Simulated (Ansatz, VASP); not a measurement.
**One calculation of Pt, two programs**

```
Pt
1.0
     0.00000    1.98364    1.98364
     1.98364    0.00000    1.98364
     1.98364    1.98364    0.00000
Pt
1
Direct
  0.00000 0.00000 0.00000
```

Alike in both runs: functional PBE; k mesh 8 × 8 × 8; occupations gaussian, width 0.1 eV; no spin polarisation.

Ansatz relaxed the structure, and its values are those at the end. VASP's run is a single point on that final structure, the one shown.

|  | VASP | Ansatz |
| --- | --- | --- |
| version | VASP 6.6.1 | Ansatz 0.2.0 |
| potentials or method | VASP PAW PBE potentials, release 64 (Pt) | scalar-relativistic, plane waves, PAW |
| plane-wave cutoff (eV) | 520 | 420 |
| valence electrons in the cell | 10 | 18 |

|  | VASP | Ansatz | Ansatz less VASP |
| --- | --- | --- | --- |
| gap on the k mesh at the Fermi level (eV) | none | none | - |
| pressure (GPa) | -0.7 | -0.1 | +0.56 |

A gap of «none» marks a metal or a gap that the smearing closes. The functional is the same, so the differences come from potentials, cutoffs and numerics. The two sets of potentials don't hold the same shells in valence.

Spin-orbit coupling is left out, which matters for the levels of Pt.
